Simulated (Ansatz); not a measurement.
SrCl2 in the 3R-MoS2 structure, relaxed with r2SCAN+rVV10. Space group R3m (No. 160), trigonal; conventional cell a = 4.171 Å, c = 18.405 Å, 30.82 Å³ an atom. Sr has 6 Cl at 2.92 Å; Cl has 3 Sr at 2.92 Å.

```cif
data_structure
_symmetry_space_group_name_H-M 'R3m:H'
_symmetry_Int_Tables_number 160
_cell_length_a 4.1715
_cell_length_b 4.1715
_cell_length_c 18.4051
_cell_angle_alpha 90.000
_cell_angle_beta 90.000
_cell_angle_gamma 120.000
_cell_volume 277.37
loop_
_atom_site_label
_atom_site_type_symbol
_atom_site_symmetry_multiplicity
_atom_site_Wyckoff_symbol
_atom_site_fract_x
_atom_site_fract_y
_atom_site_fract_z
_atom_site_occupancy
Sr1 Sr 3 a 0.66667 0.33333 0.33313 1
Cl1 Cl 3 a 0.33333 0.66667 0.24389 1
Cl2 Cl 3 a 0.66667 0.33333 0.08964 1
```

The questions ask for values computed with the plane-wave code Ansatz on this geometry. These are computed values for a spin-unpolarised cell that may be hypothetical; none is a measurement.

Question: What gap does PBE give, and where are the band edges?

Answer: PBE gives a direct gap of 4.34 eV at Γ.

Question: What does r2SCAN give for the gap (8×8×8 mesh)?

Answer: With r2SCAN the gap is 4.87 eV and direct, at Γ. The gap differs by +0.53 eV from PBE's.

Question: How does the gap change from PBE to HSE06 (6×6×6)?

Answer: HSE06 gives a direct gap of 5.57 eV at Γ. The gap differs by +1.23 eV from PBE's.

Question: Order these levels by the gap that they give, smallest first.
A. HSE06
B. LDA
C. DDH-PBE0
D. r2SCAN
E. PBE
F. PBE0

Answer: B (3.91 eV), E (4.34 eV), D (4.87 eV), A (5.57 eV), F (6.29 eV), C (7.22 eV).

Question: What does G0W0@PBE with 685 empty bands, a screening cutoff of 220 eV and a 4×4×4 mesh give?

Answer: 6.64 eV (the shift on the mesh added to PBE's least gap). G0W0 moves the gap on the mesh from 4.34 eV (PBE) to 6.64 eV (direct at Γ). Renormalisation factors Z lie between 0.78 and 0.85. The G0W0 figures hold for the stated bands, cutoff and mesh and aren't extrapolated.
